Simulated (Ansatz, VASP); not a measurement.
**Pd: VASP beside Ansatz**

```
CELL_PARAMETERS angstrom
2.77406 0.00000 0.00000
-1.38703 2.40240 0.00000
0.00000 0.00000 4.62584
ATOMIC_POSITIONS crystal
Pd 0.33333 0.66667 0.25000
Pd 0.66667 0.33333 0.75000
```

Alike in both runs: functional PBE; k mesh 15 × 15 × 8; occupations fermi-dirac, width 0.08 eV; no spin polarisation.

Ansatz relaxed the structure, and its values are those at the end. VASP's run is a single point on that final structure, the one shown.

```csv
,VASP,Ansatz
version,VASP 6.6.1,Ansatz 0.2.0
potentials or method,"VASP PAW PBE potentials, release 64 (Pd)","PAW with Ansatz's earlier generated frozen-core files (soft_1), scalar-relativistic"
plane-wave cutoff (eV),520,420
valence electrons in the cell,20,36
```

```tsv
	VASP	Ansatz	Ansatz less VASP
pressure (GPa)	-0.3	0.0	+0.26
```

The two sets of potentials don't hold the same shells in valence.
